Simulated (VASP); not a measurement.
Input of a VASP 6.6.1 run:

The input INCAR:

```
PREC = Accurate
ENCUT = 520
EDIFF = 1E-7
ISMEAR = 0
SIGMA = 0.02
LREAL = False
LASPH = True
NELM = 100
ALGO = Normal
ISIF = 3
LWAVE = False
LCHARG = False
GGA = PS
IBRION = 2
NSW = 80
EDIFFG = -0.002
```

KPOINTS

```
Automatic mesh
0
Gamma
  9 9 6
```

POSCAR

```
ZrSe2                                   
1.0
    3.7327375238      0.0000000000      0.0000000000
   -1.8663687619      3.2326455179      0.0000000000
    0.0000000000     -0.0000000000      6.1351012476
  Zr              Se            
     1     2
Direct
     1.0000000000000000    0.0000000000000000    0.0000000000000000
     0.3333333300000021    0.6666666699999979    0.2588738620833332
     0.6666666699999979    0.3333333300000021    0.7411261379166668
```

Potentials or basis: VASP PAW PBE potentials, release 64 (Zr_sv, Se).

Launch:

```bash
$ cat potpaw_PBE.64/Zr_sv/POTCAR potpaw_PBE.64/Se/POTCAR > POTCAR
$ mpirun -np 1 vasp_std > vasp.out
```

(1) Predict the band gap on the k mesh.

Answers

(1) 0.14 eV, indirect (least direct gap 1.01 eV).

Caveat: the relaxation stopped at its first step, so nothing moved; an odd mesh through Γ misses points on the zone boundary, where band edges often lie.
